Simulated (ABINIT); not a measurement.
# Mo (Im-3m) in ABINIT: a series of runs, part 2 of 2

ABINIT 10.8.3 (patched build). Earlier steps stand in the parts before.

## (3) Equation of state, PBE+D3

run.abi reads:

```
# Datasets: one volume each
ndtset 7
getwfk -1
scalecart1 3*0.9795861087
scalecart2 3*0.9864848297
scalecart3 3*0.9932883884
scalecart4 3*1.0000000000
scalecart5 3*1.0066227096
scalecart6 3*1.0131594038
scalecart7 3*1.0196128224

# Pseudopotentials
pp_dirpath "./"
pseudos "Mo.GGA_PBE-JTH.xml"

# Structure
acell 5.1839677754 5.1839677754 5.1839677754
rprim
    -0.5773502692     0.5773502692     0.5773502692
     0.5773502692    -0.5773502692     0.5773502692
     0.5773502692     0.5773502692    -0.5773502692
ntypat 1
znucl 42
natom 1
typat 1
xred
     0.0000000000     0.0000000000     0.0000000000

# Plane-wave basis
ecut 15.0
pawecutdg 30.0

# k points
kptopt 1
ngkpt 12 12 12
nshiftk 1
shiftk 0.0 0.0 0.0

# Exchange and correlation
ixc 11
vdw_xc 6

# Bands and occupations
nband 11
occopt 3
tsmear 0.05 eV

# SCF cycle
nstep 100
tolvrs 1.0e-9

# Output
iomode 3
prtwf 1
prtden 0
prteig 0
prtebands 0
enunit 1
```

Potentials or basis: JTH PAW PBE v2.0.

Command:

```bash
abinit run.abi > log 2>&1
```

run.abo:

```text
.Version 10.8.3 of ABINIT
 DATASET    1 : space group Im -3 m (#229); Bravais cI (body-center cubic)
================================================================================
 Values of the parameters that define the memory need for DATASET  1.
     intxc =       0    ionmov =       0      iscf =      17    lmnmax =      18
     lnmax =       6     mgfft =      18  mpssoang =       3    mqgrid =    3001
     natom =       1  nloc_mem =       2    nspden =       1   nspinor =       1
    nsppol =       1      nsym =      48    n1xccc =       1    ntypat =       1
    occopt =       3   xclevel =       2
       mpw =         291          nfft =        5832          nkpt =          72
 PAW method is used; the additional fine FFT grid is defined by:
   mgfftf=        27    nfftf =     19683
================================================================================
================================================================================
[... 71 lines left out ...]
 DATASET    7 : space group Im -3 m (#229); Bravais cI (body-center cubic)
================================================================================
 Values of the parameters that define the memory need for DATASET  7.
     intxc =       0    ionmov =       0      iscf =      17    lmnmax =      18
     lnmax =       6     mgfft =      20  mpssoang =       3    mqgrid =    3001
     natom =       1  nloc_mem =       2    nspden =       1   nspinor =       1
    nsppol =       1      nsym =      48    n1xccc =       1    ntypat =       1
    occopt =       3   xclevel =       2
       mpw =         327          nfft =        8000          nkpt =          72
 PAW method is used; the additional fine FFT grid is defined by:
   mgfftf=        30    nfftf =     27000
================================================================================
================================================================================

--------------------------------------------------------------------------------
------------- Echo of variables that govern the present computation ------------
--------------------------------------------------------------------------------
 -outvars: echo values of preprocessed input variables --------
            acell      5.1839677754E+00  5.1839677754E+00  5.1839677754E+00 Bohr
              amu      9.59400000E+01
             ecut      1.50000000E+01 Hartree
           enunit           1
           getwfk          -1
                       outvar_i_n : Printing only first  50 k-points.
              ixc          11
           jdtset        1    2    3    4    5    6    7
                       outvar_i_n : Printing only first  50 k-points.
         kptrlatt       12    0    0      0   12    0      0    0   12
          kptrlen1     6.09377138E+01
          kptrlen2     6.13668668E+01
          kptrlen3     6.17901000E+01
          kptrlen4     6.22076133E+01
          kptrlen5     6.26195963E+01
          kptrlen6     6.30262284E+01
          kptrlen7     6.34276802E+01
            natom           1
            nband          11
           ndtset           7
            ngfft1         18      18      18
            ngfft2         18      18      18
            ngfft3         18      18      18
            ngfft4         20      20      20
            ngfft5         20      20      20
            ngfft6         20      20      20
            ngfft7         20      20      20
          ngfftdg1         27      27      27
          ngfftdg2         27      27      27
          ngfftdg3         27      27      27
          ngfftdg4         27      27      27
          ngfftdg5         27      27      27
          ngfftdg6         27      27      27
          ngfftdg7         30      30      30
             nkpt          72
            nstep         100
             nsym          48
           ntypat           1
                       prtocc : prtvol=0, do not print more k-points.
           occopt           3
        pawecutdg      3.00000000E+01 Hartree
         pawxcdev           0
           prtden           0
        prtebands           0
           prteig           0
            rprim1    -5.6556430356E-01  5.6556430356E-01  5.6556430356E-01
                       5.6556430356E-01 -5.6556430356E-01  5.6556430356E-01
                       5.6556430356E-01  5.6556430356E-01 -5.6556430356E-01
            rprim2    -5.6954728199E-01  5.6954728199E-01  5.6954728199E-01
                       5.6954728199E-01 -5.6954728199E-01  5.6954728199E-01
                       5.6954728199E-01  5.6954728199E-01 -5.6954728199E-01
            rprim3    -5.7347531844E-01  5.7347531844E-01  5.7347531844E-01
                       5.7347531844E-01 -5.7347531844E-01  5.7347531844E-01
                       5.7347531844E-01  5.7347531844E-01 -5.7347531844E-01
            rprim4    -5.7735026920E-01  5.7735026920E-01  5.7735026920E-01
                       5.7735026920E-01 -5.7735026920E-01  5.7735026920E-01
                       5.7735026920E-01  5.7735026920E-01 -5.7735026920E-01
            rprim5    -5.8117389237E-01  5.8117389237E-01  5.8117389237E-01
                       5.8117389237E-01 -5.8117389237E-01  5.8117389237E-01
                       5.8117389237E-01  5.8117389237E-01 -5.8117389237E-01
            rprim6    -5.8494785453E-01  5.8494785453E-01  5.8494785453E-01
                       5.8494785453E-01 -5.8494785453E-01  5.8494785453E-01
                       5.8494785453E-01  5.8494785453E-01 -5.8494785453E-01
            rprim7    -5.8867373749E-01  5.8867373749E-01  5.8867373749E-01
                       5.8867373749E-01 -5.8867373749E-01  5.8867373749E-01
                       5.8867373749E-01  5.8867373749E-01 -5.8867373749E-01
          spgroup         229
           tolvrs      1.00000000E-09
           tsmear      1.83746611E-03 Hartree
            typat      1
           useylm           1
           vdw_xc           6
                       outvars : Printing only first  50 k-points.
            znucl       42.00000

================================================================================

 chkinp: Checking input parameters for consistency, jdtset=   1.

 chkinp: Checking input parameters for consistency, jdtset=   2.
[... 40 lines left out ...]
 getcut: wavevector=  0.0000  0.0000  0.0000  ngfft=  27  27  27
         ecut(hartree)=     30.000   => boxcut(ratio)=   2.07962

--- Pseudopotential description ------------------------------------------------
- pspini: atom type   1  psp file is ./Mo.GGA_PBE-JTH.xml
 Pseudopotential format is: paw10
 basis_size (lnmax)=  6 (lmn_size= 18), orbitals=   0   0   1   1   2   2
 Spheres core radius: rc_sph= 2.20740211
 Shapefunction is SIN type: shapef(r)=[sin(pi*r/rshp)/(pi*r/rshp)]**2
 Radius for shape functions =  1.91008465
 Compensation charge density is not taken into account in XC energy/potential

   3.87899950E+02                                ecore*ucvol(ha*bohr**3)
--------------------------------------------------------------------------------

[... 1183 lines left out ...]
-Cartesian components of stress tensor (GPa)         [Pressure= -2.0912E+01 GPa]
- sigma(1 1)=  2.09120272E+01  sigma(3 2)=  0.00000000E+00
- sigma(2 2)=  2.09120272E+01  sigma(3 1)=  0.00000000E+00
- sigma(3 3)=  2.09120272E+01  sigma(2 1)=  0.00000000E+00

== END DATASET(S) ==============================================================
================================================================================

 -outvars: echo values of variables after computation  --------
            acell      5.1839677754E+00  5.1839677754E+00  5.1839677754E+00 Bohr
           etotal1    -6.8864841135E+01
           etotal2    -6.8865239050E+01
           etotal3    -6.8865193847E+01
           etotal4    -6.8864751390E+01
           etotal5    -6.8863953643E+01
           etotal6    -6.8862839959E+01
           etotal7    -6.8861453326E+01
            fcart1    -0.0000000000E+00 -0.0000000000E+00 -0.0000000000E+00
            fcart2    -0.0000000000E+00 -0.0000000000E+00 -0.0000000000E+00
            fcart3    -0.0000000000E+00 -0.0000000000E+00 -0.0000000000E+00
            fcart4    -0.0000000000E+00 -0.0000000000E+00 -0.0000000000E+00
            fcart5    -0.0000000000E+00 -0.0000000000E+00 -0.0000000000E+00
            fcart6    -0.0000000000E+00 -0.0000000000E+00 -0.0000000000E+00
            fcart7    -0.0000000000E+00 -0.0000000000E+00 -0.0000000000E+00
            rprim1    -5.6556430356E-01  5.6556430356E-01  5.6556430356E-01
                       5.6556430356E-01 -5.6556430356E-01  5.6556430356E-01
                       5.6556430356E-01  5.6556430356E-01 -5.6556430356E-01
[... 17 lines left out ...]
                       5.8867373749E-01  5.8867373749E-01 -5.8867373749E-01
           strten1    -2.9497582505E-04 -2.9497582505E-04 -2.9497582505E-04
                       0.0000000000E+00  0.0000000000E+00  0.0000000000E+00
           strten2    -7.6973214644E-05 -7.6973214644E-05 -7.6973214644E-05
                       0.0000000000E+00  0.0000000000E+00  0.0000000000E+00
           strten3     1.1839908353E-04  1.1839908353E-04  1.1839908353E-04
                       0.0000000000E+00  0.0000000000E+00  0.0000000000E+00
           strten4     2.9356190873E-04  2.9356190873E-04  2.9356190873E-04
                       0.0000000000E+00  0.0000000000E+00  0.0000000000E+00
           strten5     4.4977780373E-04  4.4977780373E-04  4.4977780373E-04
                       0.0000000000E+00  0.0000000000E+00  0.0000000000E+00
           strten6     5.8897984812E-04  5.8897984812E-04  5.8897984812E-04
                       0.0000000000E+00  0.0000000000E+00  0.0000000000E+00
           strten7     7.1078535726E-04  7.1078535726E-04  7.1078535726E-04
                       0.0000000000E+00  0.0000000000E+00  0.0000000000E+00
 Calculation completed.
```

It took 57 s on 1 thread of Arm Neoverse N1, shared host; peak memory 0.12 GiB.

Results:

| Quantity | Value |
| --- | --- |
| Equilibrium volume | 15.38 Å³/atom |
| Bulk modulus | 283 GPa |
| Pressure derivative of the bulk modulus | 4.7 |

Energy against volume, from the lowest point:
```tsv
volume (Å³/atom)	energy (meV/atom)
14.938	10.83
15.256	0.00
15.574	1.23
15.892	13.27
16.209	34.98
16.527	65.28
16.845	103.01
```

Caveat: pressures at fixed basis lie under the slope of the energies.
